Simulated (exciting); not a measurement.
# Ag (P6_3/mmc) in exciting: equation of state

Aim: energy against volume of Ag in PBEsol, for its equilibrium volume and stiffness.

All numbers are computed with exciting (release sodium); they aren't measurements. Logs are shortened: lines on timing, memory, paths and dates and some standing lists are left out, and cuts for length are marked.

## (1) The structure

It takes space group P6_3/mmc (No. 194, hexagonal). Conventional cell: a = 2.886 Å, b = 2.886 Å, c = 10.000 Å, α = 90.00°, β = 90.00°, γ = 120.00°. Around Ag (site symmetry -3m) lie 12 Ag at 2.89 to 3.00 Å. Around Ag (site symmetry -6m2) lie 12 Ag at 2.89 to 3.00 Å.

This isn't the form of Ag at room conditions, which is fcc.

## (2) Equation of state, PBEsol, 16.95 Å³/atom (volume scaled by 0.94)

input.xml reads:

```xml
<input>
  <title>Ag</title>
  <structure speciespath="./" tshift="false">
    <crystal scale="1">
      <basevect>5.342787574271 0.000000000000 0.000000000000</basevect>
      <basevect>-2.671393787136 4.626989766286 0.000000000000</basevect>
      <basevect>0.000000000000 0.000000000000 18.511494609687</basevect>
    </crystal>
    <species speciesfile="Ag.xml" rmt="2.3">
      <atom coord="0.000000000000 0.000000000000 0.500000000000"/>
      <atom coord="0.000000000000 0.000000000000 0.000000000000"/>
      <atom coord="0.666666666700 0.333333333300 0.750000000000"/>
      <atom coord="0.333333333300 0.666666666700 0.250000000000"/>
    </species>
  </structure>
  <groundstate do="fromscratch" ngridk="11 11 3" rgkmax="9" gmaxvr="14" lmaxapw="10" lmaxmat="10" lmaxvr="8" xctype="GGA_PBE_SOL" stype="Fermi Dirac" swidth="0.00183747" nempty="30" ValenceRelativity="iora*" epsengy="1e-05" epspot="1e-05" maxscl="60" outputlevel="normal"/>
</input>
```

Potentials or basis: all-electron LAPW+lo, shipped species files, valence relativity iora*.

Launch:

```bash
OMP_NUM_THREADS=1 exciting_smp
```

INFO.OUT:

```text
================================================================================
EXCITING SODIUM started
[... 10 lines left out ...]

 Lattice vectors (cartesian) :
      5.3427875743      0.0000000000      0.0000000000
     -2.6713937871      4.6269897663      0.0000000000
      0.0000000000      0.0000000000     18.5114946097

 Reciprocal lattice vectors (cartesian) :
      1.1760125627      0.6789711697     -0.0000000000
      0.0000000000      1.3579423393      0.0000000000
      0.0000000000     -0.0000000000      0.3394207458

 Unit cell volume                           :     457.6230919628
 Brillouin zone volume                      :       0.5420404210

 Species :    1 (Ag)
     parameters loaded from                 :    Ag.xml
     name                                   :    silver
     nuclear charge                         :     -47.00000000
     electronic charge                      :      47.00000000
     atomic mass                            :  196631.69970000
     muffin-tin radius                      :       2.30000000
     # of radial points in muffin-tin       :     400

     atomic positions (lattice) :
       1 :   0.00000000  0.00000000  0.50000000
       2 :   0.00000000  0.00000000  0.00000000
       3 :   0.66666667  0.33333333  0.75000000
       4 :   0.33333333  0.66666667  0.25000000

 Total number of atoms per unit cell        :       4

 Spin treatment                             :    spin-unpolarised

 Number of Bravais lattice symmetries       :      24
 Number of crystal symmetries               :      24

 k-point grid                               :      11   11    3
 Total number of k-points                   :      32
 k-point set is reduced with crystal symmetries

 R^MT_min * |G+k|_max (rgkmax)              :       9.00000000
 Species with R^MT_min                      :       1 (Ag)
 Maximum |G+k| for APW functions            :       3.91304348
 Maximum |G| for potential and density      :      14.00000000

 G-vector grid sizes                        :      24    24    90
 Total number of G-vectors                  :   21197

 Maximum angular momentum used for
     APW functions                          :      10
     computing H and O matrix elements      :      10
     potential and density                  :       8
     inner part of muffin-tin               :       2

 Total nuclear charge                       :    -188.00000000
 Total electronic charge                    :     188.00000000
 Total core charge                          :     112.00000000
 Total valence charge                       :      76.00000000

 Number of empty states                     :      30
 Total number of valence states             :      69

 Maximum Hamiltonian size                   :     528
 Maximum number of plane-waves              :     476
 Total number of local-orbitals             :      52

 Exchange-correlation type                  :      22
     PBEsol, Phys. Rev. Lett. 100, 136406 (2008)
     Generalised gradient approximation (GGA)

[... 20 lines left out ...]
+ SCF iteration number :    1                                                  +
++++++++++++++++++++++++++++++++++++++++++++++++++++++++++++++++++++++++++++++++
 Total energy                               :    -21220.59273900
 _______________________________________________________________
 Fermi energy                               :         0.32766762
 Kinetic energy                             :     22263.63575661
 Coulomb energy                             :    -42897.54780920
 Exchange energy                            :      -575.28618872
 Correlation energy                         :       -11.39449769

 DOS at Fermi energy (states/Ha/cell)       :        56.82663825

 Electron charges :
     core                                   :       112.00000000
     core leakage                           :         0.00000011
     valence                                :        76.00000000
     interstitial                           :         7.61967833
     charge in muffin-tin spheres :
                  atom     1    Ag          :        45.09620261
                  atom     2    Ag          :        45.09620261
                  atom     3    Ag          :        45.09395823
                  atom     4    Ag          :        45.09395823
     total charge in muffin-tins            :       180.38032167
     total charge                           :       188.00000000

++++++++++++++++++++++++++++++++++++++++++++++++++++++++++++++++++++++++++++++++
+ SCF iteration number :    2                                                  +
++++++++++++++++++++++++++++++++++++++++++++++++++++++++++++++++++++++++++++++++
 Total energy                               :    -21249.48466272
 _______________________________________________________________
 Fermi energy                               :         0.31462529
 Kinetic energy                             :     22247.72532719
 Coulomb energy                             :    -42909.71804939
 Exchange energy                            :      -576.09148675
 Correlation energy                         :       -11.40045377

 DOS at Fermi energy (states/Ha/cell)       :        54.80393227

 Electron charges :
     core                                   :       112.00000000
     core leakage                           :         0.00000011
     valence                                :        76.00000000
     interstitial                           :         7.20168510
     charge in muffin-tin spheres :
                  atom     1    Ag          :        45.19879289
                  atom     2    Ag          :        45.19879289
                  atom     3    Ag          :        45.20036456
                  atom     4    Ag          :        45.20036456
     total charge in muffin-tins            :       180.79831490
     total charge                           :       188.00000000

 RMS change in effective potential (target) :  0.253170E-01  ( 0.100000E-04)
 Absolute change in total energy   (target) :   28.8919      ( 0.100000E-04)
 Charge distance                   (target) :  0.691253E-02  ( 0.100000E-04)

++++++++++++++++++++++++++++++++++++++++++++++++++++++++++++++++++++++++++++++++
+ SCF iteration number :    3                                                  +
++++++++++++++++++++++++++++++++++++++++++++++++++++++++++++++++++++++++++++++++
 Total energy                               :    -21257.48756014
 _______________________________________________________________
 Fermi energy                               :         0.30918035
 Kinetic energy                             :     22242.87945687
 Coulomb energy                             :    -42912.65161208
 Exchange energy                            :      -576.31320366
 Correlation energy                         :       -11.40220126

 DOS at Fermi energy (states/Ha/cell)       :        53.00185299

 Electron charges :
     core                                   :       112.00000000
     core leakage                           :         0.00000011
     valence                                :        76.00000000
     interstitial                           :         7.07771055
     charge in muffin-tin spheres :
                  atom     1    Ag          :        45.23076702
                  atom     2    Ag          :        45.23076702
                  atom     3    Ag          :        45.23037771
                  atom     4    Ag          :        45.23037771
     total charge in muffin-tins            :       180.92228945
     total charge                           :       188.00000000
[... 348 lines left out ...]
 Electron charges :
     core                                   :       112.00000000
     core leakage                           :         0.00000011
     valence                                :        76.00000000
     interstitial                           :         7.03294831
     charge in muffin-tin spheres :
                  atom     1    Ag          :        45.24184416
                  atom     2    Ag          :        45.24184416
                  atom     3    Ag          :        45.24168168
                  atom     4    Ag          :        45.24168168
     total charge in muffin-tins            :       180.96705169
     total charge                           :       188.00000000

 RMS change in effective potential (target) :  0.101684E-07  ( 0.100000E-04)
 Absolute change in total energy   (target) :  0.299777E-05  ( 0.100000E-04)
 Charge distance                   (target) :  0.299984E-08  ( 0.100000E-04)

++++++++++++++++++++++++++++++++++++++++++++++++++++++++++++++++++++++++++++++++
+ SCF iteration number :   16                                                  +
++++++++++++++++++++++++++++++++++++++++++++++++++++++++++++++++++++++++++++++++
 Total energy                               :    -21259.17980020
 _______________________________________________________________
 Fermi energy                               :         0.29972916
 Kinetic energy                             :     22240.56371736
 Coulomb energy                             :    -42912.00008100
 Exchange energy                            :      -576.34089081
 Correlation energy                         :       -11.40254574

 DOS at Fermi energy (states/Ha/cell)       :        52.09818345

 Electron charges :
     core                                   :       112.00000000
     core leakage                           :         0.00000011
     valence                                :        76.00000000
     interstitial                           :         7.03294836
     charge in muffin-tin spheres :
                  atom     1    Ag          :        45.24184414
                  atom     2    Ag          :        45.24184414
                  atom     3    Ag          :        45.24168168
                  atom     4    Ag          :        45.24168168
     total charge in muffin-tins            :       180.96705164
     total charge                           :       188.00000000

 RMS change in effective potential (target) :  0.415911E-09  ( 0.100000E-04)
 Absolute change in total energy   (target) :  0.383500E-05  ( 0.100000E-04)
 Charge distance                   (target) :  0.859479E-09  ( 0.100000E-04)

++++++++++++++++++++++++++++++++++++++++++++++++++++++++++++++++++++++++++++++++
| Convergency criteria checked for the last 2 iterations                       +
| Convergence targets achieved. Performing final SCF iteration                 +
++++++++++++++++++++++++++++++++++++++++++++++++++++++++++++++++++++++++++++++++
 Total energy                               :    -21259.17980010
 _______________________________________________________________
 Fermi energy                               :         0.29972916
 Kinetic energy                             :     22240.56371741
 Coulomb energy                             :    -42912.00008095
 Exchange energy                            :      -576.34089081
 Correlation energy                         :       -11.40254574

 DOS at Fermi energy (states/Ha/cell)       :        52.09818378

 Electron charges :
     core                                   :       112.00000000
     core leakage                           :         0.00000011
     valence                                :        76.00000000
     interstitial                           :         7.03294836
     charge in muffin-tin spheres :
                  atom     1    Ag          :        45.24184414
                  atom     2    Ag          :        45.24184414
                  atom     3    Ag          :        45.24168168
                  atom     4    Ag          :        45.24168168
     total charge in muffin-tins            :       180.96705164
     total charge                           :       188.00000000

++++++++++++++++++++++++++++++++++++++++++++++++++++++++++++++++++++++++++++++++
[... 12 lines left out ...]
| EXCITING SODIUM stopped                                                      =
================================================================================
```

Wall time 5.2 min (1 thread of Intel Xeon Platinum 8375C at 2.90GHz (Ice Lake), shared host); peak memory 0.2 GiB.

What came out:

```
Free energy                                       : -578491.7674 eV
Band gap on the k mesh                            : none (metal or under the smearing width)
All electrons inside the program's atomic spheres : Ag 45.24 (radii Ag 2.3 bohr)
```

Caveat: the log's total energy holds no entropy term; the free energy is that total less TS from the occupations.

[end of part 1 of 2]
